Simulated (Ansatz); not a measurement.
Ba: pressure against volume

Ba, Im-3m, a = 5.068 Å. Ansatz: r2SCAN, PAW, 500 eV, Γ-centred 12×12×12 mesh on 1 atom, Gaussian smearing 0.10 eV; no spin polarisation. Symmetry fixes shape and atoms, so the cell is only scaled; pressure is positive in compression.

```tsv
V (Å³/atom)	P (GPa)
61.179	0.55
63.132	0.26
65.084	0.01
67.037	-0.22
68.989	?
```

Q: Take V0 = 65.084 Å³/atom, count pressures from its P0 = 0.01 GPa, fit the third-order Birch–Murnaghan form to the other rows, and predict the missing pressure.

A: With the Eulerian strain f = ½[(V0/V)^(2/3) − 1] and y = (P − P0)/[3f(1 + 2f)^(5/2)], the form is the line y = B0 + 1.5 B0 (B0′ − 4) f. Rows (f, y): 0.02106, 7.71; 0.01025, 7.73; -0.00976, 8.25. Means f = 0.007183, y = 7.8967; Σ(Δf)² = 0.0004890, ΣΔfΔy = -0.009088; the slope is their ratio. y = 8.030 − 18.58 f GPa, so B0 = 8.0 GPa and B0′ = 4 + 2 × (-18.58)/(3 × 8.030) = 2.46. At V = 68.989, f = -0.01905, y = 8.384 and P = -0.42 GPa. The run gave -0.43 GPa, so the fit is 0.01 GPa too high, a small miss on the scale of the series. The form still works here, 33 % of the fitted range beyond its end.

Cost: 5 runs of about 0.56 core-minutes in all, on Intel Xeon 6975P-C (Granite Rapids) (shared hosts).